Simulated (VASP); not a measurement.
# VH2 (Fm-3m) in VASP: notebook

One crystal, VH2, is run at these levels: PBEsol; tasks: single point.

All numbers are computed with VASP 6.6.1; they aren't measurements. Logs are shortened: lines on timing, memory, paths and dates and some standing lists are left out, and cuts for length are marked.

### Step 1. Starting point

It takes space group Fm-3m (No. 225, cubic). The conventional cell has a = 4.271 Å, b = 4.271 Å, c = 4.271 Å, α = 90.00°, β = 90.00°, γ = 90.00°. V (site symmetry m-3m) is surrounded by 8 H at 1.85 Å. Around H (site symmetry -43m) lie 4 V at 1.85 Å.

### Step 2. Single point, PBEsol, collinear spin, ferromagnetic start

The input, INCAR:

```
PREC     = Accurate       # precision mode
ENCUT    = 500            # plane-wave cutoff, eV
EDIFF    = 1E-6           # SCF threshold, eV
ISMEAR   = 0              # smearing method
SIGMA    = 0.05           # smearing width, eV
LREAL    = F              # projectors in reciprocal space
LASPH    = T              # aspherical terms in the spheres
NELM     = 100            # most SCF steps
ALGO     = Normal         # electronic algorithm
ISIF     = 2              # what is computed and relaxed
LWAVE    = F              # write WAVECAR
LCHARG   = F              # write CHGCAR
ISPIN    = 2              # spin polarisation
MAGMOM   = 2 0 0          # initial moments
LORBIT   = 11             # projections on sites
LMAXMIX  = 4              # l up to which the mixer works
GGA      = PS             # functional
NBANDS   = 18             # bands
ADDGRID  = F
```

The input, KPOINTS:

```
Automatic mesh
0
Gamma
  5 5 5
```

The input, POSCAR:

```
VH2
1.0
    0.0000000000      2.1355000000      2.1355000000
    2.1355000000      0.0000000000      2.1355000000
    2.1355000000      2.1355000000      0.0000000000
V H
1 2
Direct
    0.0000000000      0.0000000000      0.0000000000
    0.7500000000      0.7500000000      0.7500000000
    0.2500000000      0.2500000000      0.2500000000
```

Potentials or basis: VASP PAW PBE potentials, release 64 (V_sv, H).

The run is started by

```sh
$ cat potpaw_PBE.64/V_sv/POTCAR potpaw_PBE.64/H/POTCAR > POTCAR
$ mpirun -np 1 vasp_std > vasp.out
```

OUTCAR:

```text
PREC = Accurate
   ENCUT = 500
   EDIFF = 1E-6
   ISMEAR = 0
   LREAL = F
   LASPH = T
   NELM = 100
   ISIF = 2
   ISPIN = 2
   LORBIT = 11
   GGA = PS

 Found     10 irreducible k-points:

 Following reciprocal coordinates:
            Coordinates               Weight
  0.000000  0.000000  0.000000      1.000000
  0.200000  0.000000  0.000000      8.000000
  0.400000  0.000000  0.000000      8.000000
  0.200000  0.200000  0.000000      6.000000
  0.400000  0.200000  0.000000     24.000000
 -0.400000  0.200000  0.000000     24.000000
   k-points           NKPTS =     10   k-points in BZ     NKDIM =     10   number of bands    NBANDS=     18
   number of dos      NEDOS =    301   number of ions     NIONS =      3
   total plane-waves  NPLWV =  13824
   dimension x,y,z NGX =    24 NGY =   24 NGZ =   24
   dimension x,y,z NGXF=    48 NGYF=   48 NGZF=   48
   ions per type =               1   2
   NGX,Y,Z   is equivalent  to a cutoff of  13.21, 13.21, 13.21 a.u.
   NGXF,Y,Z  is equivalent  to a cutoff of  26.42, 26.42, 26.42 a.u.
 SYSTEM =  unknown system
   PREC   = accura    normal or accurate (medium, high low for compatibility)
   ISTART =      0    job   : 0-new  1-cont  2-samecut
   ICHARG =      2    charge: 1-file 2-atom 10-const
   ISPIN  =      2    spin polarized calculation?
   LNONCOLLINEAR =      F non collinear calculations
   LSORBIT =      F    spin-orbit coupling
   LASPH  =      T    aspherical Exc in radial PAW
   ENCUT  =  500.0 eV  36.75 Ry    6.06 a.u.   5.51  5.51  5.51*2*pi/ulx,y,z
   NELM   =    100;   NELMIN=  2; NELMDL= -5     # of ELM steps
   EDIFF  = 0.1E-05   stopping-criterion for ELM
   LREAL  =      F    real-space projection
   EDIFFG = 0.1E-04   stopping-criterion for IOM
   NSW    =      0    number of steps for IOM
   IBRION =     -1    ionic relax: 0-MD 1-quasi-New 2-CG
   NFREE  =      0    steps in history (QN), initial steepest desc. (CG)
   ISIF   =      2    stress and relaxation
   ISYM   =      2    0-nonsym 1-usesym 2-fastsym
   POTIM  = 0.5000    time-step for ionic-motion
   TEBEG  =    0.0;   TEEND  =   0.0 temperature during run
   PSTRESS=    0.0 pullay stress
   NELECT =      15.0000    total number of electrons
   NUPDOWN=      -1.0000    fix difference up-down
   EMIN   =  10.00;   EMAX   =-10.00  energy-range for DOS
   EFERMI =   0.00;   METHOD = LEGACY
   ISMEAR =     0;   SIGMA  =   0.05  broadening in eV -4-tet -1-fermi 0-gaus
   EFERMI_NEDOS =   21; number of points for ismear=-14 and -15
   IALGO  =     38    algorithm
   IMIX   =      4    mixing-type and parameters
     AMIX     =   0.40;   BMIX     =  1.00
     AMIX_MAG =   1.60;   BMIX_MAG =  1.00
  volume/ion in A,a.u.               =       6.49        43.81
  Fermi-wavevector in a.u.,A,eV,Ry     =   1.500591  2.835706 30.637237  2.251773
  Thomas-Fermi vector in A             =   2.612072
   LORBIT       =     11    0 simple, 1 ext, 2 COOP (PROOUT), +10 PAW based schemes
   GGA     = PS    functional components
   LHFCALC =     F    Hartree Fock is set to
   AEXX    =    0.0000 exact exchange contribution
   IVDW    =     0    specifies the selected vdW correction
   LEPSILON=     F    determine dielectric tensor
   LRPA    =     F    only Hartree local field effects (RPA)
 spin polarized calculation
 Gauss-broadening in eV      SIGMA  =   0.05
  energy-cutoff  :      500.00
  volume of cell :       19.48
 maximum number of plane-waves:       531
 NGX is ok and might be reduce to    24
   NGX = 11   NGY = 11   NGZ = 11

 number of electron      15.0000005 magnetization       0.6159822

 Free energy of the ion-electron system (eV)
  ---------------------------------------------------
  ext. energy  EPLUGINS =         0.00000000
  ---------------------------------------------------
  free energy    TOTEN  =       -16.99666860 eV

  energy without entropy =      -16.99601336  energy(sigma->0) =      -16.99634098

 E-fermi :   7.9401     XC(G=0): -12.2788

 val. band max:        7.8373643844   @ k =   0.2000   0.2000   0.0000
 cond. band min:       8.0024626868   @ k =  -0.4000   0.2000   0.0000
 fundamental gap:      0.1650983024
 Fermi energy:         7.9400913864

 spin component 1

 k-point     1 :       0.0000    0.0000    0.0000
  band No.  band energies     occupation
      1     -56.6228      1.00000
      2     -30.4302      1.00000
      3     -30.4302      1.00000
      4     -30.4302      1.00000
      5      -3.4187      1.00000
      6       6.8011      1.00000
[... 10 lines left out ...]
     17      27.0525      0.00000
     18      27.0525      0.00000

 k-point     2 :       0.2000    0.0000    0.0000
  band No.  band energies     occupation
      1     -56.6064      1.00000
      2     -30.5453      1.00000
      3     -30.4449      1.00000
      4     -30.4449      1.00000
      5      -2.4264      1.00000
      6       4.4534      1.00000
[... 10 lines left out ...]
     17      27.0814      0.00000
     18      31.3809      0.00000

 k-point     3 :       0.4000    0.0000    0.0000
  band No.  band energies     occupation
      1     -56.5798      1.00000
      2     -30.7279      1.00000
      3     -30.4687      1.00000
      4     -30.4687      1.00000
      5      -0.3396      1.00000
      6       2.6327      1.00000
[... 10 lines left out ...]
     17      25.7869      0.00000
     18      35.1346      0.00000

 k-point     4 :       0.2000    0.2000    0.0000
  band No.  band energies     occupation
      1     -56.6010      1.00000
      2     -30.5447      1.00000
      3     -30.4688      1.00000
      4     -30.4688      1.00000
      5      -2.0719      1.00000
      6       3.9383      1.00000
[... 10 lines left out ...]
     17      29.6647      0.00000
     18      29.6647      0.00000

 k-point     5 :       0.4000    0.2000    0.0000
  band No.  band energies     occupation
      1     -56.5778      1.00000
      2     -30.6753      1.00000
      3     -30.5114      1.00000
      4     -30.4954      1.00000
      5      -0.1983      1.00000
      6       2.5387      1.00000
[... 10 lines left out ...]
     17      29.4700      0.00000
     18      30.3950      0.00000

 k-point     6 :      -0.4000    0.2000    0.0000
  band No.  band energies     occupation
      1     -56.5689      1.00000
      2     -30.7145      1.00000
      3     -30.5558      1.00000
      4     -30.4881      1.00000
      5       0.7584      1.00000
      6       2.2081      1.00000
[... 10 lines left out ...]
     17      30.8822      0.00000
     18      32.9844      0.00000

 [... further k-points ...]

 spin component 2

 k-point     1 :       0.0000    0.0000    0.0000
  band No.  band energies     occupation
      1     -56.0586      1.00000
      2     -29.8692      1.00000
      3     -29.8692      1.00000
      4     -29.8692      1.00000
      5      -3.2920      1.00000
      6       7.2281      1.00000
[... 10 lines left out ...]
     17      27.2996      0.00000
     18      27.2996      0.00000

 k-point     2 :       0.2000    0.0000    0.0000
  band No.  band energies     occupation
      1     -56.0420      1.00000
      2     -29.9871      1.00000
      3     -29.8842      1.00000
      4     -29.8842      1.00000
      5      -2.3009      1.00000
      6       4.6814      1.00000
[... 10 lines left out ...]
     17      27.2806      0.00000
     18      31.6893      0.00000

 k-point     3 :       0.4000    0.0000    0.0000
  band No.  band energies     occupation
      1     -56.0149      1.00000
      2     -30.1739      1.00000
      3     -29.9084      1.00000
      4     -29.9084      1.00000
      5      -0.1995      1.00000
      6       2.7657      1.00000
[... 10 lines left out ...]
     17      26.0424      0.00000
     18      35.2876      0.00000

 k-point     4 :       0.2000    0.2000    0.0000
  band No.  band energies     occupation
      1     -56.0364      1.00000
      2     -29.9867      1.00000
      3     -29.9085      1.00000
      4     -29.9085      1.00000
      5      -1.9474      1.00000
      6       4.1671      1.00000
[... 10 lines left out ...]
     17      29.8214      0.00000
     18      29.8214      0.00000

 k-point     5 :       0.4000    0.2000    0.0000
  band No.  band energies     occupation
      1     -56.0129      1.00000
      2     -30.1202      1.00000
      3     -29.9521      1.00000
      4     -29.9356      1.00000
      5      -0.0728      1.00000
      6       2.7220      1.00000
[... 10 lines left out ...]
     17      29.6722      0.00000
     18      30.6047      0.00000

 k-point     6 :      -0.4000    0.2000    0.0000
  band No.  band energies     occupation
      1     -56.0039      1.00000
      2     -30.1601      1.00000
      3     -29.9976      1.00000
      4     -29.9282      1.00000
      5       0.9107      1.00000
      6       2.3348      1.00000
[... 10 lines left out ...]
     17      31.0846      0.00000
     18      33.1610      0.00000

 [... further k-points ...]

------------------------ aborting loop because EDIFF is reached ----------------------------------------

  FORCE on cell =-STRESS in cart. coord.  units (eV):
  Direction    XX          YY          ZZ          XY          YZ          ZX
  --------------------------------------------------------------------------------------
  -------------------------------------------------------------------------------------
  Total       -1.3777124     -1.3777124     -1.3777124     -0.0000000      0.0000000      0.0000000
  in kB     -113.3288357   -113.3288357   -113.3288357     -0.0000000      0.0000000      0.0000000
  external PRESSURE =    -113.3288357 kB  Pullay stress =       0.0000000 kB

 VOLUME and BASIS-vectors are now :
 -----------------------------------------------------------------------------
  energy-cutoff  :      500.00
  volume of cell :       19.48
      direct lattice vectors                 reciprocal lattice vectors
     0.000000000  2.135500000  2.135500000    -0.234137204  0.234137204  0.234137204
     2.135500000  0.000000000  2.135500000     0.234137204 -0.234137204  0.234137204
     2.135500000  2.135500000  0.000000000     0.234137204  0.234137204 -0.234137204

 POSITION                                       TOTAL-FORCE (eV/Angst)
 -----------------------------------------------------------------------------------
      0.00000      0.00000      0.00000         0.000000      0.000000      0.000000
      3.20325      3.20325      3.20325        -0.000000      0.000000     -0.000000
      1.06775      1.06775      1.06775        -0.000000     -0.000000      0.000000
 -----------------------------------------------------------------------------------
    total drift:                               -0.000000     -0.000000      0.000000

  FREE ENERGIE OF THE ION-ELECTRON SYSTEM (eV)
  ---------------------------------------------------
  free  energy   TOTEN  =       -16.9966686020 eV

  energy  without entropy=      -16.9960133644  energy(sigma->0) =      -16.99634098

 total charge

# of ion       s       p       d       tot
------------------------------------------
    1        2.210   6.216   3.163  11.589
    2        0.561   0.026   0.000   0.587
    3        0.561   0.026   0.000   0.587
--------------------------------------------------
tot          3.332   6.268   3.163  12.762

 magnetization (x)

# of ion       s       p       d       tot
------------------------------------------
    1        0.002   0.003   0.570   0.575
    2       -0.008   0.003   0.000  -0.005
    3       -0.008   0.003   0.000  -0.005
--------------------------------------------------
tot         -0.014   0.008   0.570   0.565
```

It took 4.4 s on 1 thread of AMD EPYC 9R45 (Zen 5), shared host; peak memory 0.12 GiB.

These settings aren't checked as converged: the numbers below hold their error.

Results:

- Free energy: -16.9967 eV
- Pressure: -11.3 GPa
- Band gap on the k mesh: none (metal or under the smearing width)
- Net moment: 0.62 μB per cell
- Site moments: V +0.57; H -0.01 μB
- Valence electrons inside the program's atomic spheres: V 11.59; H 0.59

Caveat: the k mesh is coarse (spacing up to 0.51 Å⁻¹), so the values aren't converged; the PAW data sets were made with another functional, which shifts forces and pressure a little.

### Step 3. Single point, PBEsol, collinear spin, ferromagnetic start

INCAR is that of step 2.

KPOINTS is that of step 2.

The input, POSCAR:

```
VH2
1.0
    0.0000000000      2.1355000000      2.1355000000
    2.1355000000      0.0000000000      2.1355000000
    2.1355000000      2.1355000000      0.0000000000
V H
1 2
Direct
    0.0461010000     -0.0262600000     -0.0131470000
    0.7548850000      0.7642400000      0.7593950000
    0.2340980000      0.2684520000      0.2434820000
```

Potentials or basis: VASP PAW PBE potentials, release 64 (V_sv, H).

The run is started by

```sh
$ cat potpaw_PBE.64/V_sv/POTCAR potpaw_PBE.64/H/POTCAR > POTCAR
$ mpirun -np 1 vasp_std > vasp.out
```

Run time: 17 s. Hardware: 1 thread of AMD EPYC 9R45 (Zen 5), shared host; peak memory 0.14 GiB.

These settings aren't checked as converged: the numbers below hold their error.

What came out:

```yaml
Free_energy: -16.9020 eV
Pressure: -9.7 GPa
Largest_force: 1.189 eV/Å
Band_gap_on_the_k_mesh: none (metal or under the smearing width)
Net_moment: 0.62 μB per cell
Site_moments: V +0.57; H -0.01 μB
Valence_electrons_inside_the_program's_atomic_spheres: V 11.60; H 0.59
```

Caveat: the k mesh is coarse (spacing up to 0.51 Å⁻¹), so the values aren't converged; the PAW data sets were made with another functional, which shifts forces and pressure a little.

### Step 4. Single point, PBEsol, collinear spin, ferromagnetic start

INCAR, as its differences from that of step 3:

```diff
@@ -1,3 +1,3 @@
 PREC     = Accurate       # precision mode
-ENCUT    = 500            # plane-wave cutoff, eV
+ENCUT    = 400            # plane-wave cutoff, eV
 EDIFF    = 1E-6           # SCF threshold, eV
```

The input, KPOINTS:

```
Automatic mesh
0
Gamma
  6 6 6
```

The input, POSCAR:

```
VH2
1.0
    0.0000000000      2.1355000000      2.1355000000
    2.1355000000      0.0000000000      2.1355000000
    2.1355000000      2.1355000000      0.0000000000
V H
1 2
Direct
    0.0000000000      0.0000000000      0.0000000000
    0.7500000000      0.7500000000      0.7500000000
    0.2500000000      0.2500000000      0.2500000000
```

The run is started by

```sh
$ cat potpaw_PBE.64/V_sv/POTCAR potpaw_PBE.64/H/POTCAR > POTCAR
$ mpirun -np 1 vasp_std > vasp.out
```

Wall time 4.6 s (1 thread of AMD EPYC 9R45 (Zen 5), shared host); peak memory 0.1 GiB.

The run converged, but some of its settings lie outside the range that counts as converged, so its numbers aren't taken as properties of the crystal.

Results:

| Item | Value |
| --- | --- |
| Free energy | -17.0416 eV |
| Pressure | -14.3 GPa |
| Band gap on the k mesh | none (metal or under the smearing width) |
| Net moment | 0.00 μB per cell |
| Valence electrons inside the program's atomic spheres | V 11.59; H 0.59 |

Caveat: the k mesh is coarse (spacing up to 0.42 Å⁻¹), so the values aren't converged; the PAW data sets were made with another functional, which shifts forces and pressure a little.
